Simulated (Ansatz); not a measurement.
Wires are cut from relaxed bulk Ge (Fd-3m, 23.90 Å³/atom, gap on the mesh 0.00 eV); atoms and period are relaxed, and energies count from that bulk. Caps count from half an H2 molecule.

Computed with DFT PBE, scalar-relativistic, plane waves, PAW (Ansatz).

Cutoff 420 eV, Gaussian smearing of 0.05 eV, energies at zero smearing, symmetry of each start kept, no spin polarisation.

```json
{"start": "[111] wire, 8 host atoms a period with H caps", "atoms": "22", "k mesh": "1×1×6", "excess energy (eV per host atom)": "0.339", "line energy (eV/Å)": "0.272", "period (Å)": "9.973", "gap on the mesh (eV)": "3.90", "highest filled level or Fermi level under vacuum (eV)": "6.00"}
{"start": "[111] wire, 14 host atoms a period with H caps", "atoms": "32", "k mesh": "1×1×6", "excess energy (eV per host atom)": "0.272", "line energy (eV/Å)": "0.382", "period (Å)": "9.957", "gap on the mesh (eV)": "3.13", "highest filled level or Fermi level under vacuum (eV)": "5.56"}
{"start": "[111] wire, 16 host atoms a period with H caps", "atoms": "38", "k mesh": "1×1×6", "excess energy (eV per host atom)": "0.281", "line energy (eV/Å)": "0.454", "period (Å)": "9.910", "gap on the mesh (eV)": "2.95", "highest filled level or Fermi level under vacuum (eV)": "5.51"}
```

Each run keeps its start's symmetry and one magnetic start, so lower states can exist.

Cost: 3 runs of about 43 core-minutes in all, on Arm Neoverse V2 (shared hosts).